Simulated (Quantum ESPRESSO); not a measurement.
The system is CdS.

```
Cd S
1.0
     0.00000    2.75324    2.75324
     2.75324    0.00000    2.75324
     2.75324    2.75324    0.00000
Cd S
1 1
Cartesian
  0.0000 0.0000 0.0000
  2.7532 2.7532 2.7532
```

Measurements of this composition are mostly on another form, of space group No. 186.

```yaml
Program: Quantum ESPRESSO 7.5
Task: single point
Functional: PBE
Potentials_or_basis: SSSP 1.3 efficiency PBE
Cutoff: 816 eV
Density_cutoff: 6531 eV
k_mesh: 8 × 8 × 8
Occupations: fermi-dirac, width 0.05 eV
Spin: no spin polarisation
```

On this cell: pressure -0.4 GPa; largest force zero by symmetry; band gap on the k mesh 0.23 eV, indirect (least direct gap 1.54 eV).

The same run follows on a disturbed copy (atoms moved at random, drawn with an rms of 0.05 Å):

```xyz
2
Lattice="0.0000 2.7532 2.7532 2.7532 0.0000 2.7532 2.7532 2.7532 0.0000" Properties=species:S:1:pos:R:3 pbc="T T T"
Cd   -0.0264    0.0482   -0.0506
S     2.7295    2.7484    2.7389
```

What changes?

The energy moves by +1.3 meV/atom; pressure -0.3 GPa; largest force 0.083 eV/Å; band gap on the k mesh 0.24 eV, indirect (least direct gap 1.53 eV).

Forces on the atoms (eV/Å):
```
Cd   0.003 -0.069  0.046
S   -0.003  0.069 -0.046
```

Stress tensor (GPa, compression positive):
```
-0.38  0.00  0.00
 0.00 -0.12  0.02
 0.00  0.02 -0.26
```

A k mesh can miss the band edges.
